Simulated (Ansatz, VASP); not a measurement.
**SiC: VASP beside Ansatz**

File INCAR:

```
ALGO = Normal
EDIFF = 1E-6
ENCUT = 520
GGA = CA
ISIF = 2
ISMEAR = 0
LASPH = T
LCHARG = F
LREAL = F
LWAVE = F
NBANDS = 16
NELM = 60
PREC = Accurate
SIGMA = 0.01
```

File KPOINTS:

```
k-points
0
Gamma
  8 8 4
```

File POSCAR:

```
SiC
1.0
    3.0563618601      0.0000000000      0.0000000000
   -1.5281809301      2.6468870140      0.0000000000
    0.0000000000      0.0000000000      5.0159135140
Si C
2 2
Direct
    0.3333333333      0.6666666667      0.0045956273
    0.6666666667      0.3333333333      0.5045956273
    0.3333333333      0.6666666667      0.3804043727
    0.6666666667      0.3333333333      0.8804043727
```

Input for Ansatz:

```yaml
crystal:
  lattice:
    - [3.05636186011, 0.0, 0.0]
    - [-1.52818093006, 2.64688701402, 0.0]
    - [0.0, 0.0, 5.01591351395]
  atoms:
    - { symbol: Si, position: [0.333333333333, 0.666666666667, 0.004595627306] }
    - { symbol: Si, position: [0.666666666667, 0.333333333333, 0.504595627306] }
    - { symbol: C, position: [0.333333333333, 0.666666666667, 0.380404372694] }
    - { symbol: C, position: [0.666666666667, 0.333333333333, 0.880404372694] }
kpoints:
  mp_grid: { grid: [8, 8, 4] }
scf:
  occupations: { method: fixed }
  convergence: { dr2_threshold: 1.0e-10 }
hamiltonian:
  xc: lda
  pseudopotentials: { kind: all_electron, lapw: { basis_error: 0.0005 } }
output:
  forces: true
  stress: true
  eigenstates:
    kpoints:
      - [0.0, 0.0, 0.0]
      - [-0.666666667, 0.333333333, 0.0]
      - [0.5, -0.5, 0.0]
      - [0.0, 0.5, 0.0]
      - [0.5, 0.0, 0.0]
      - [0.0, 0.0, -0.5]
      - [-0.5, 0.0, -0.5]
      - [-0.5, 0.5, -0.5]
      - [0.0, -0.5, -0.5]
  eigenvalues: true
```

Change from the starting cell: unstrained.

Alike in both runs: task single point; functional LDA; k mesh 8 × 8 × 4; no spin polarisation.

|  | VASP | Ansatz |
| --- | --- | --- |
| version | VASP 6.6.1 | Ansatz 0.2.0 |
| potentials or method | VASP PAW LDA potentials, release 64 (Si, C) | all-electron LAPW, scalar-relativistic |
| plane-wave cutoff (eV) | 520 | see its input |
| occupations | gaussian, width 0.01 eV | fixed |

|  | VASP | Ansatz | Ansatz less VASP |
| --- | --- | --- | --- |
| gap on the k mesh at the Fermi level (eV) | 2.38 | 2.39 | +0.015 |
| pressure (GPa) | 0.4 | 0.0 | -0.42 |

Ansatz ran all-electron here, so the differences hold the error of VASP's frozen core and of both bases.

A k mesh can miss the band edges.
